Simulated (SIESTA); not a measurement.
TiAl3:

```
CELL_PARAMETERS angstrom
-1.91111 1.91111 4.28067
1.91111 -1.91111 4.28067
1.91111 1.91111 -4.28067
ATOMIC_POSITIONS crystal
Ti 0.00000 0.00000 0.00000
Al 0.25000 0.75000 0.50000
Al 0.75000 0.25000 0.50000
Al 0.50000 0.50000 0.00000
```

The cell comes from a database or a generator and needn't be the stable form of this composition.

Base run:

- Program: SIESTA 5.4.2
- Functional: PBEsol
- Potentials or basis: PseudoDojo 0.4 standard (PBEsol files)
- Basis: DZP (energy shift 0.003 Ry; two zetas on semicore shells)
- Grid cutoff: 800 Ry
- Energy shift: 0.003 Ry
- k mesh: 10 × 10 × 10
- Occupations: fermi-dirac, width 0.05 eV
- Spin: no spin polarisation

Its results: band gap on the k mesh none (metal or under the smearing width); pressure -0.1 GPa.

The run is repeated on the same cell with these changes: functional from PBEsol to LDA; potentials or basis from PseudoDojo 0.4 standard (PBEsol files) to PseudoDojo 0.4 standard (LDA files). What comes out?

Band gap on the k mesh none (metal or under the smearing width); pressure -3.3 GPa.

Caveats: the basis of atomic orbitals isn't converged, which shifts pressures, moduli and gaps.

Not every run made on this cell is shown here.
